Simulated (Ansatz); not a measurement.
## Pb (Im-3m): electronic heat capacity and spin susceptibility from the density of states

Method: DFT PBE+D3(BJ), scalar-relativistic, plane waves, PAW (Ansatz).

Cutoff 420 eV; k points 16×16×16 on the computed 1-atom cell (Γ-centred); Gaussian smearing, width 0.10 eV; no spin polarisation.

Relaxed cell: Im-3m, a = 3.930 Å, b = 3.930 Å, c = 3.930 Å, α = 90.00°, β = 90.00°, γ = 90.00°, 1 atom in the primitive cell. This bcc form isn't the element's structure at ambient conditions.

The density of states at the Fermi level is 0.596 states/eV in the cell of 1 atom (1 formula unit; both spins, tetrahedra on a 24×24×24 mesh).

Task: What Sommerfeld coefficient and Pauli susceptibility does this give?

Result: Per formula unit N(E_F) = 0.596 states/eV. γ = (π²/3) k_B² N(E_F) N_A = 2.357 mJ/(mol K²) per state/eV, so γ = 1.4 mJ/(mol K²), a mole of formula units. χ_P = μ_B² N(E_F) N_A = 3.23×10⁻⁵ emu/mol per state/eV gives 1.9×10⁻⁵ emu/mol. This is the bare band result: a measured γ of the same phase is as a rule larger by a factor 1 + λ from phonons and spin fluctuations, the spin part of χ is larger by the Stoner factor, and a measured χ also holds orbital and core terms. N(E_F) at one energy is sensitive to the mesh where the density of states has sharp peaks.

Spin-orbit coupling is left out, which matters for the bands of heavy elements.

Cost: 1 run of about 0.24 core-minutes, on Arm Neoverse V1 (shared hosts).